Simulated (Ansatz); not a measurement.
two structures of C, a comparison of enthalpies under pressure

Program: Ansatz's Python interface.

Run as a notebook:

**Cell 1**
```python
import warnings

import ansatz as az
import numpy as np
```

**Cell 2**
```python
SETTINGS = {
    "xc": "PBE",
    "scf_tol": 1e-08,
    "k_spacing": 0.3,
    "smearing": "fermi_dirac",
    "width_ev": 0.1,
}
```

**Cell 3**
```python
def sc(A, a):
    return (
        az.Lattice.cubic(a)
        .space_group(221)
        .atom(A, (0, 0, 0))
    )
```

**Cell 4**
```python
def hcp(A, a):
    return (
        az.Lattice.from_parameters(a, a, 1.633 * a, alpha=90, beta=90, gamma=120)
        .space_group(194)
        .atom(A, (1 / 3, 2 / 3, 0.25))
    )
```

**Cell 5**
```python
def compute(name, crystal, pressure=0.0):
    calc = crystal.calculation()
    calc = calc.basis(18 * az.Ha)
    calc = calc.functional(SETTINGS["xc"]).scf(tolerance=SETTINGS["scf_tol"])
    calc = calc.kpoints(spacing=SETTINGS["k_spacing"])
    calc = calc.occupations(SETTINGS["smearing"], width=SETTINGS["width_ev"])
    calc = calc.relax(force_tolerance=0.02, cell=True, pressure=pressure)
    return calc.run(threads=1, backend="cpu")


def volume_per_atom(outcome):
    return abs(np.linalg.det(outcome.lattice.cell_ang)) / len(outcome.lattice.sites)
```

**Cell 6**
```python
warnings.simplefilter("ignore", az.DeckWarning)

phases = {}
phases["sc"] = sc("C", 1.95)
phases["hcp"] = hcp("C", 2.12)
```

**Cell 7**
```python
# H = E + PV, with 1 eV per cubic angstrom equal to 160.2 GPa
pressures = [0, 5, 10, 20]
enthalpy, volume = {name: [] for name in phases}, {name: [] for name in phases}
for p in pressures:
    for name, crystal in phases.items():
        o = compute(name, crystal, pressure=p)
        volume[name].append(volume_per_atom(o))
        enthalpy[name].append(o.report["energy_sigma0_ev"] / len(o.lattice.sites) + p * volume[name][-1] / 160.21766)
gap = np.array(enthalpy["hcp"]) - np.array(enthalpy["sc"])
rows = [(p, va, vb, 1000 * d) for p, va, vb, d in zip(pressures, volume["sc"], volume["hcp"], gap)]
print("   P (GPa)  V sc (A^3/atom)  V hcp (A^3/atom)  H(hcp) - H(sc) (meV/atom)")
for row in rows:
    print(f"{row[0]:10d}  {row[1]:15.3f}  {row[2]:16.3f}  {row[3]:+25.1f}")
crossings = [p0 - g0 * (p1 - p0) / (g1 - g0) for p0, p1, g0, g1 in zip(pressures, pressures[1:], gap, gap[1:]) if g0 * g1 < 0]
print("crossing near", [round(float(p), 1) for p in crossings], "GPa") if crossings else print("no crossing in this range")
```
Output:
```text
   P (GPa)  V sc (A^3/atom)  V hcp (A^3/atom)  H(hcp) - H(sc) (meV/atom)
         0            5.483             6.057                     +550.7
         5            5.409             5.950                     +567.9
        10            5.341             5.852                     +584.1
        20            5.217             6.241                    +1904.6
no crossing in this range
```

What to keep in mind:
- At a fixed pressure a relaxation lowers the enthalpy F + PV, while F alone can rise.
- For the metals among these phases the mesh is modest: differences between phases can be off by up to 40 meV an atom.
- The program warned that this SCF threshold is loose for forces or stresses.
- Only these two structures are compared, at zero temperature and with their symmetry kept; either may be hypothetical, and another phase may be lower than both. Differences under about 40 meV an atom lie within the error of mesh and functional.
- The cells are prototypes set up for this calculation and needn't exist.
- The script silences the warnings on its input, which a real study should read.
- Timing: 60 s on 1 thread of Arm Neoverse V1 (shared host), peak memory 0.35 GiB.

(Lines on the test bed's own set-up are left out of the output.)
